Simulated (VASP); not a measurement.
# InAs (F-43m) in VASP: a series of runs

One crystal, InAs, is run at these levels: PBEsol; tasks: relaxation of cell and atoms.

Program: VASP 6.6.1. These are calculated values, not measurements. Logs are shortened: lines on timing, memory, paths and dates and some standing lists are left out, and cuts for length are marked.

### 1 Starting point

The structure is cubic, space group F-43m (No. 216). Conventional cell: a = 6.036 Å, b = 6.036 Å, c = 6.036 Å, α = 90.00°, β = 90.00°, γ = 90.00°. Around In (site symmetry -43m) lie 4 As at 2.61 Å. As (site symmetry -43m) is surrounded by 4 In at 2.61 Å.

### 2 Relaxation of cell and atoms, PBEsol

Contents of INCAR:

```
ALGO = Normal
EDIFF = 1E-7
EDIFFG = -0.002
ENCUT = 520
GGA = PS
IBRION = 2
ISIF = 3
ISMEAR = 0
LASPH = T
LCHARG = F
LREAL = F
LWAVE = F
NELM = 100
NSW = 80
PREC = Accurate
SIGMA = 0.02
```

Contents of KPOINTS:

```
k-points
0
Gamma
  10 10 10
```

Contents of POSCAR:

```
InAs
1.0
    0.0000000000      3.0180000000      3.0180000000
    3.0180000000      0.0000000000      3.0180000000
    3.0180000000      3.0180000000      0.0000000000
In As
1 1
Direct
    0.0000000000      0.0000000000      0.0000000000
    0.2500000000      0.2500000000      0.2500000000
```

Potentials or basis: VASP PAW PBE potentials, release 64 (In_d, As).

On the command line:

```sh
> cat potpaw_PBE.64/In_d/POTCAR potpaw_PBE.64/As/POTCAR > POTCAR
> mpirun -np 1 vasp_std > vasp.out
```

OUTCAR:

```text
EDIFF = 1E-7
   EDIFFG = -0.002
   ENCUT = 520
   GGA = PS
   IBRION = 2
   ISIF = 3
   ISMEAR = 0
   LASPH = T
   LREAL = F
   NELM = 100
   NSW = 80
   PREC = Accurate

 ion  position               nearest neighbor table
   1  0.000  0.000  0.000-   2 2.61   2 2.61   2 2.61   2 2.61
   2  0.250  0.250  0.250-   1 2.61   1 2.61   1 2.61   1 2.61

  LATTYP: Found a face centered cubic cell.
 ALAT       =     6.0360000000

  Lattice vectors:

 A1 = (   0.0000000000,   3.0180000000,   3.0180000000)
 A2 = (   3.0180000000,   0.0000000000,   3.0180000000)
 A3 = (   3.0180000000,   3.0180000000,   0.0000000000)

Analysis of symmetry for initial positions (statically):
=====================================================================
 Subroutine PRICEL returns:
 Original cell was already a primitive cell.

 Routine SETGRP: Setting up the symmetry group for a
 face centered cubic supercell.

 Subroutine GETGRP returns: Found 24 space group operations
 (whereof 24 operations were pure point group operations)
 out of a pool of 48 trial point group operations.

The static configuration has the point symmetry T_d .

Analysis of symmetry for dynamics (positions and initial velocities):
=====================================================================
 Subroutine PRICEL returns:
 Original cell was already a primitive cell.

 Routine SETGRP: Setting up the symmetry group for a
 face centered cubic supercell.

 Subroutine GETGRP returns: Found 24 space group operations
 (whereof 24 operations were pure point group operations)
 out of a pool of 48 trial point group operations.

The dynamic configuration has the point symmetry T_d .

 Subroutine INISYM returns: Found 24 space group operations
 (whereof 24 operations are pure point group operations),
 and found     1 'primitive' translations

----------------------------------------------------------------------------------------

                                     Primitive cell

  volume of cell :      54.9778

  direct lattice vectors                    reciprocal lattice vectors
     0.000000000  3.018000000  3.018000000    -0.165672631  0.165672631  0.165672631
     3.018000000  0.000000000  3.018000000     0.165672631 -0.165672631  0.165672631
     3.018000000  3.018000000  0.000000000     0.165672631  0.165672631 -0.165672631

  length of vectors
     4.268096531  4.268096531  4.268096531     0.286953414  0.286953414  0.286953414

  position of ions in fractional coordinates (direct lattice)
     0.000000000  0.000000000  0.000000000
     0.250000000  0.250000000  0.250000000

  ion indices of the primitive-cell ions
   primitive index   ion index
                 1           1
                 2           2

----------------------------------------------------------------------------------------

 KPOINTS: k-points

Automatic generation of k-mesh.
 Grid dimensions read from file:
 generate k-points for:   10   10   10

 Generating k-lattice:

  Cartesian coordinates                     Fractional coordinates (reciprocal lattice)
    -0.016567263  0.016567263  0.016567263     0.100000000  0.000000000  0.000000000
     0.016567263 -0.016567263  0.016567263     0.000000000  0.100000000  0.000000000
     0.016567263  0.016567263 -0.016567263     0.000000000  0.000000000  0.100000000

  Length of vectors
     0.028695341  0.028695341  0.028695341

  Shift w.r.t. Gamma in fractional coordinates (k-lattice)
     0.000000000  0.000000000  0.000000000

 Subroutine IBZKPT returns following result:
 ===========================================

 Found     47 irreducible k-points:

 Following reciprocal coordinates:
            Coordinates               Weight
  0.000000  0.000000  0.000000      1.000000
  0.100000  0.000000  0.000000      8.000000
  0.200000  0.000000  0.000000      8.000000
  0.300000  0.000000  0.000000      8.000000
  0.400000  0.000000  0.000000      8.000000
  0.500000  0.000000  0.000000      4.000000
[... 16 lines left out ...]
  0.300000  0.300000  0.000000      6.000000
  0.400000  0.300000  0.000000     24.000000
 [... further k-points ...]
   k-points           NKPTS =     47   k-points in BZ     NKDIM =     47   number of bands    NBANDS=     13
   number of dos      NEDOS =    301   number of ions     NIONS =      2
   total plane-waves  NPLWV =  32768
   dimension x,y,z NGX =    32 NGY =   32 NGZ =   32
   dimension x,y,z NGXF=    64 NGYF=   64 NGZF=   64
   ions per type =               1   1
   NGX,Y,Z   is equivalent  to a cutoff of  12.46, 12.46, 12.46 a.u.
   NGXF,Y,Z  is equivalent  to a cutoff of  24.93, 24.93, 24.93 a.u.
 SYSTEM =  unknown system
   PREC   = accura    normal or accurate (medium, high low for compatibility)
   ISTART =      0    job   : 0-new  1-cont  2-samecut
   ICHARG =      2    charge: 1-file 2-atom 10-const
   ISPIN  =      1    spin polarized calculation?
   LNONCOLLINEAR =      F non collinear calculations
   LSORBIT =      F    spin-orbit coupling
   LASPH  =      T    aspherical Exc in radial PAW
   ENCUT  =  520.0 eV  38.22 Ry    6.18 a.u.   7.94  7.94  7.94*2*pi/ulx,y,z
   NELM   =    100;   NELMIN=  2; NELMDL= -5     # of ELM steps
   EDIFF  = 0.1E-06   stopping-criterion for ELM
   LREAL  =      F    real-space projection
   EDIFFG = -.2E-02   stopping-criterion for IOM
   NSW    =     80    number of steps for IOM
   IBRION =      2    ionic relax: 0-MD 1-quasi-New 2-CG
   NFREE  =      1    steps in history (QN), initial steepest desc. (CG)
   ISIF   =      3    stress and relaxation
   ISYM   =      2    0-nonsym 1-usesym 2-fastsym
   POTIM  = 0.5000    time-step for ionic-motion
   TEBEG  =    0.0;   TEEND  =   0.0 temperature during run
   PSTRESS=    0.0 pullay stress
   NELECT =      18.0000    total number of electrons
   NUPDOWN=      -1.0000    fix difference up-down
   EMIN   =  10.00;   EMAX   =-10.00  energy-range for DOS
   EFERMI =   0.00;   METHOD = LEGACY
   ISMEAR =     0;   SIGMA  =   0.02  broadening in eV -4-tet -1-fermi 0-gaus
   EFERMI_NEDOS =   21; number of points for ismear=-14 and -15
   IALGO  =     38    algorithm
   IMIX   =      4    mixing-type and parameters
     AMIX     =   0.40;   BMIX     =  1.00
     AMIX_MAG =   1.60;   BMIX_MAG =  1.00
  volume/ion in A,a.u.               =      27.49       185.50
  Fermi-wavevector in a.u.,A,eV,Ry     =   1.128331  2.132236 17.321990  1.273130
  Thomas-Fermi vector in A             =   2.265020
   LORBIT       =      0    0 simple, 1 ext, 2 COOP (PROOUT), +10 PAW based schemes
   GGA     = PS    functional components
   LHFCALC =     F    Hartree Fock is set to
   AEXX    =    0.0000 exact exchange contribution
   IVDW    =     0    specifies the selected vdW correction
   LEPSILON=     F    determine dielectric tensor
   LRPA    =     F    only Hartree local field effects (RPA)
 conjugate gradient relaxation of ions
 non-spin polarized calculation
 Gauss-broadening in eV      SIGMA  =   0.02
  energy-cutoff  :      520.00
  volume of cell :       54.98
 maximum number of plane-waves:      1494
   NGX = 15   NGY = 15   NGZ = 15

--------------------------------------- Ionic step        1  -------------------------------------------

 number of electron      17.9999991 magnetization

 Free energy of the ion-electron system (eV)
  ---------------------------------------------------
  ext. energy  EPLUGINS =         0.00000000
  ---------------------------------------------------
  free energy    TOTEN  =        -8.48226306 eV

  energy without entropy =       -8.48223221  energy(sigma->0) =       -8.48224763

 E-fermi :   4.4346     XC(G=0):  -9.3080

 val. band max:        4.4284977337   @ k =   0.0000   0.0000   0.0000
 cond. band min:       5.3142058054   @ k =   0.5000   0.0000   0.0000
 fundamental gap:      0.8857080718
 Fermi energy:         4.4345890768

 k-point     1 :       0.0000    0.0000    0.0000
  band No.  band energies     occupation
      1      -9.9157      2.00000
      2      -9.9157      2.00000
      3      -9.9157      2.00000
      4      -9.7854      2.00000
      5      -9.7854      2.00000
      6      -7.4977      2.00000
      7       4.1734      2.00000
      8       4.4285      1.33334
      9       4.4285      1.33333
     10       4.4285      1.33333
     11       8.2866      0.00000
     12       8.2866      0.00000
     13       8.2866      0.00000

 k-point     2 :       0.1000    0.0000    0.0000
  band No.  band energies     occupation
      1      -9.9299      2.00000
      2      -9.9117      2.00000
      3      -9.9117      2.00000
      4      -9.7855      2.00000
      5      -9.7855      2.00000
      6      -7.3914      2.00000
      7       2.8809      2.00000
      8       4.2970      2.00000
      9       4.2970      2.00000
     10       5.3434      0.00000
     11       8.3435      0.00000
     12       8.4788      0.00000
     13       8.4788      0.00000
[... 401 lines left out ...]
 VOLUME and BASIS-vectors are now :
 -----------------------------------------------------------------------------
  energy-cutoff  :      520.00
  volume of cell :       57.19
      direct lattice vectors                 reciprocal lattice vectors
     0.000000000  3.057859120  3.057859120    -0.163513092  0.163513092  0.163513092
     3.057859120  0.000000000  3.057859120     0.163513092 -0.163513092  0.163513092
     3.057859120  3.057859120  0.000000000     0.163513092  0.163513092 -0.163513092

 POSITION                                       TOTAL-FORCE (eV/Angst)
 -----------------------------------------------------------------------------------
      6.11572      6.11572      6.11572         0.000000     -0.000000     -0.000000
      1.52893      1.52893      1.52893        -0.000000      0.000000      0.000000
 -----------------------------------------------------------------------------------
    total drift:                               -0.000000     -0.000000      0.000000

  FREE ENERGIE OF THE ION-ELECTRON SYSTEM (eV)
  ---------------------------------------------------
  free  energy   TOTEN  =        -8.4880001210 eV

  energy  without entropy=       -8.4879692685  energy(sigma->0) =       -8.48798469

--------------------------------------- Ionic step        3  -------------------------------------------

 number of electron      17.9999992 magnetization

 Free energy of the ion-electron system (eV)
  ---------------------------------------------------
  ext. energy  EPLUGINS =         0.00000000
  ---------------------------------------------------
  free energy    TOTEN  =        -8.48951604 eV

  energy without entropy =       -8.48948518  energy(sigma->0) =       -8.48950061

 E-fermi :   4.1654     XC(G=0):  -9.1911

 val. band max:        4.1593092352   @ k =   0.0000   0.0000   0.0000
 cond. band min:       4.9883410887   @ k =   0.5000   0.0000   0.0000
 fundamental gap:      0.8290318535
 Fermi energy:         4.1654005721

 k-point     1 :       0.0000    0.0000    0.0000
  band No.  band energies     occupation
      1     -10.1302      2.00000
      2     -10.1302      2.00000
      3     -10.1302      2.00000
      4     -10.0109      2.00000
      5     -10.0109      2.00000
      6      -7.5942      2.00000
      7       3.7690      2.00000
      8       4.1593      1.33334
      9       4.1593      1.33333
     10       4.1593      1.33333
     11       8.0062      0.00000
     12       8.0062      0.00000
     13       8.0062      0.00000

 k-point     2 :       0.1000    0.0000    0.0000
  band No.  band energies     occupation
      1     -10.1426      2.00000
      2     -10.1265      2.00000
      3     -10.1265      2.00000
      4     -10.0110      2.00000
      5     -10.0110      2.00000
      6      -7.4932      2.00000
      7       2.5788      2.00000
      8       4.0338      2.00000
      9       4.0338      2.00000
     10       4.9938      0.00000
     11       8.0498      0.00000
     12       8.1916      0.00000
     13       8.1916      0.00000
[... 365 lines left out ...]
 VOLUME and BASIS-vectors are now :
 -----------------------------------------------------------------------------
  energy-cutoff  :      520.00
  volume of cell :       56.47
      direct lattice vectors                 reciprocal lattice vectors
     0.000000000  3.045119093  3.045119093    -0.164197191  0.164197191  0.164197191
     3.045119093  0.000000000  3.045119093     0.164197191 -0.164197191  0.164197191
     3.045119093  3.045119093  0.000000000     0.164197191  0.164197191 -0.164197191

 POSITION                                       TOTAL-FORCE (eV/Angst)
 -----------------------------------------------------------------------------------
      0.00000      0.00000      0.00000        -0.000000     -0.000000     -0.000000
      1.52256      1.52256      1.52256         0.000000      0.000000      0.000000
 -----------------------------------------------------------------------------------
    total drift:                               -0.000000     -0.000000     -0.000000

  FREE ENERGIE OF THE ION-ELECTRON SYSTEM (eV)
  ---------------------------------------------------
  free  energy   TOTEN  =        -8.4895160361 eV

  energy  without entropy=       -8.4894851837  energy(sigma->0) =       -8.48950061

 reached required accuracy - stopping structural energy minimisation
```

Wall time 60 s (1 thread of Intel Xeon Platinum 8488C (Sapphire Rapids), shared host); peak memory 0.2 GiB.

What came out:

```yaml
Free_energy: -8.4895 eV
Relaxed_volume: 28.24 Å³/atom
Relaxed_cell: a = 4.306 Å, b = 4.306 Å, c = 4.306 Å, α = 60.00°, β = 60.00°, γ = 60.00°
Space_group_after_relaxing_to_0.05_Å: F-43m (No. 216)
Energy_gained_by_relaxing: 3.6 meV/atom
Ionic_steps: 3
Pressure_after_relaxing: 0.0 GPa
Band_gap_on_the_k_mesh: none (metal or under the smearing width)
```

The path:
| step | energy change (eV) | largest force (eV/Å) | pressure (GPa) | volume (Å³) |
| --- | --- | --- | --- | --- |
| 1 | 0.0000 | 0.0000 | 1.60 | 54.98 |
| 2 | -0.0057 | 0.0000 | -0.67 | 57.19 |
| 3 | -0.0073 | 0.0000 | 0.01 | 56.47 |

Final structure:
```
CELL_PARAMETERS angstrom
0.00000 3.04512 3.04512
3.04512 0.00000 3.04512
3.04512 3.04512 0.00000
ATOMIC_POSITIONS crystal
In 0.00000 0.00000 0.00000
As 0.25000 0.25000 0.25000
```

Caveat: the PAW data sets were made with another functional, which shifts forces and pressure a little; this crystal is a semiconductor, whose small gap the functional closes, so the metal is an error of the method.

### 3 Relaxation of cell and atoms, PBEsol

This run uses another cell than the first one, of 28.24 Å³/atom, 1.027 times its volume.

INCAR is that of step 2.

KPOINTS is that of step 2.

Contents of POSCAR:

```
InAs                                    
1.0
    0.0000000000      3.0451190926      3.0451190926
    3.0451190926      0.0000000000      3.0451190926
    3.0451190926      3.0451190926      0.0000000000
  In              As            
     1     1
Direct
     0.0000000000000000    0.0000000000000000    0.0000000000000000
     0.2500000000000000    0.2500000000000000    0.2500000000000000
```

Potentials or basis: VASP PAW PBE potentials, release 64 (In_d, As).

On the command line:

```sh
> cat potpaw_PBE.64/In_d/POTCAR potpaw_PBE.64/As/POTCAR > POTCAR
> mpirun -np 1 vasp_std > vasp.out
```

Wall time 28 s (1 thread of Intel Xeon Platinum 8488C (Sapphire Rapids), shared host); peak memory 0.2 GiB.

Results (log left out):

| Quantity | Value |
| --- | --- |
| Free energy | -8.4899 eV |
| Pressure after relaxing | 0.0 GPa |
| Band gap on the k mesh | none (metal or under the smearing width) |

Final structure:
```yaml
crystal:
  lattice:
    - [0.00000, 3.04512, 3.04512]
    - [3.04512, 0.00000, 3.04512]
    - [3.04512, 3.04512, 0.00000]
  atoms:
    - { symbol: In, position: [0.00000, 0.00000, 0.00000] }
    - { symbol: As, position: [0.25000, 0.25000, 0.25000] }
```

Levels at points of the mesh, in eV from the Fermi level:
```tsv
k point	band 6	band 7	band 8	band 9	band 10	band 11	band 12	band 13
(0.00, 0.00, 0.00)	-11.76	-0.40	-0.01	-0.01	-0.01	3.84	3.84	3.84
(0.50, 0.00, 0.00)	-10.34	-5.71	-0.97	-0.97	0.82	4.60	4.60	6.68
(0.50, 0.50, 0.00)	-9.82	-5.80	-2.28	-2.28	1.47	1.97	8.93	9.07
```

Caveat: the relaxation stopped at its first step, so nothing moved; the PAW data sets were made with another functional, which shifts forces and pressure a little; this crystal is a semiconductor, whose small gap the functional closes, so the metal is an error of the method.
